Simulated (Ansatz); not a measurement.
# F interstitial in ZnF2

Method: DFT PBE, scalar-relativistic, plane waves, PAW (Ansatz). Settings: 420 eV cutoff, 2×2×2 k-mesh, shifted by half a step, Gaussian smearing of 0.01 eV, collinear spin in charge 0 alone.

Host crystal, relaxed:

```xyz
6
Lattice="4.7999 0.0000 0.0000 0.0000 4.7999 0.0000 0.0000 0.0000 3.1755" Properties=species:S:1:pos:R:3 pbc="T T T"
Zn    2.3999    2.3999    1.5877
Zn    0.0000    0.0000    0.0000
F     3.3389    3.3389    0.0000
F     3.8609    0.9390    1.5877
F     1.4610    1.4610    0.0000
F     0.9390    3.8609    1.5877
```

Supercell of 48 atoms, rows in host cell vectors: 1 1 -2; -1 1 2; 1 -1 2. Atoms relax at the host's cell, keeping the symmetry that the supercell leaves at the site. The cell is small, so energies carry finite-size errors of tenths of an eV. The host's Kohn–Sham gap is 3.52 eV.

Defect: F interstitial at (0.000, 0.500, 0.250) of the host cell, charge 0.

Question: Give the relaxed supercell.

Answer:
```xyz
49
Lattice="4.7999 4.7999 -6.3510 -4.7999 4.7999 6.3510 4.7999 -4.7999 6.3510" Properties=species:S:1:pos:R:3 pbc="T T T"
Zn    2.3426    2.3817    1.5655
Zn    2.4204    2.3759    4.7574
Zn    2.4045    2.3744    7.9174
Zn    2.4162    2.3500   -1.6049
Zn   -2.4045    2.4254    7.9174
Zn    2.3837   -2.3500    4.7460
Zn    2.4573   -2.3817    7.9164
Zn   -2.4204    2.4240    4.7574
Zn   -0.0183    0.0574    0.0223
Zn   -0.0499   -0.0163    3.1927
Zn   -0.0255   -0.0046    6.3723
Zn   -0.0241   -0.0205    9.5323
Zn    0.0183    4.7425    0.0223
Zn    0.0499    4.8161    3.1927
Zn    4.8254    0.0046    0.0213
Zn    4.8239    0.0205    3.1813
F     3.3014    3.3273   -0.0029
F     3.3432    3.3017    3.1767
F     3.3598    3.3031    6.3381
F     3.3355    3.2527   -3.1543
F    -1.4433    3.3432    6.3385
F     3.3406   -1.4271    3.1614
F     3.0260   -1.1720    6.2564
F    -1.4234    3.3350    3.1588
F     3.8967    0.9599    1.6006
F     3.8981    0.9433    4.7620
F    -0.9274    5.7013    1.5906
F    -0.8528    5.7354    4.7420
F    -0.9433    0.9567    7.9511
F    -0.9351    0.9766   11.1308
F    -1.2279    0.6261    1.6822
F    -0.9728    0.9406    4.7773
F     1.7738    1.1720   -0.0945
F     1.4234    1.4648    3.1588
F     1.4433    1.4567    6.3385
F     1.4593    1.4271    9.5123
F     1.4401    6.2967   -0.0128
F     1.4644    6.3470    3.1967
F     6.2984    1.4726   -0.0029
F     6.2565    1.4982    3.1767
F     1.2279    4.1738    1.6822
F     0.9728    3.8592    4.7773
F     5.7431   -0.9567    1.6002
F     5.7350   -0.9766    4.7799
F     0.9274   -0.9014    1.5906
F     0.8528   -0.9356    4.7420
F     0.9031   -0.9599    7.9515
F     0.9017   -0.9433   11.1129
F     0.0000    2.3999    0.7939
```
Around the defect: 4 F at 2.33 Å, 4 Zn at 2.47 Å. The run ended with a moment of 1.00 μB, which may not be the ground spin state.